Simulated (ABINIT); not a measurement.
Runs of ABINIT 10.8.3 (patched build) on GaN. It takes space group P6_3mc (No. 186, hexagonal). Conventional cell: a = 3.180 Å, b = 3.180 Å, c = 5.166 Å, α = 90.00°, β = 90.00°, γ = 120.00°. Around Ga (site symmetry 3m) lie 4 N at 1.94 to 1.95 Å. Around N (site symmetry 3m) lie 4 Ga at 1.94 to 1.95 Å. 

```tsv
level	gap on the mesh (eV)	pressure (GPa)	largest force (eV/Å)
BLYP	2.08	(a)	0.13
RPBE	2.00	(c)	0.14
PBEsol	1.90	1.7	0.13
WC	1.89	1.7	0.13
revPBE	1.98	11.0	0.14
LDA	1.98	-3.8	0.13
PW91	1.96	(b)	0.13
AM05	2.00	1.8	0.14
```

Alike in all rows: task band structure; potentials or basis JTH PAW PBE v2.0; no spin polarisation; cell as given; k mesh 10 × 10 × 5; cutoff (eV) 844; smearing fermi-dirac 0.05 eV.

**Question.** Fill in the values left out.

**Answer.** (a) 13.1; (b) 7.1; (c) 12.2.

Caveats: the PAW data sets were made with another functional, which shifts forces and pressure a little.

A k mesh can miss the band edges, and the runs leave out spin-orbit coupling on Ga.

Runs at the PBE level aren't shown here.
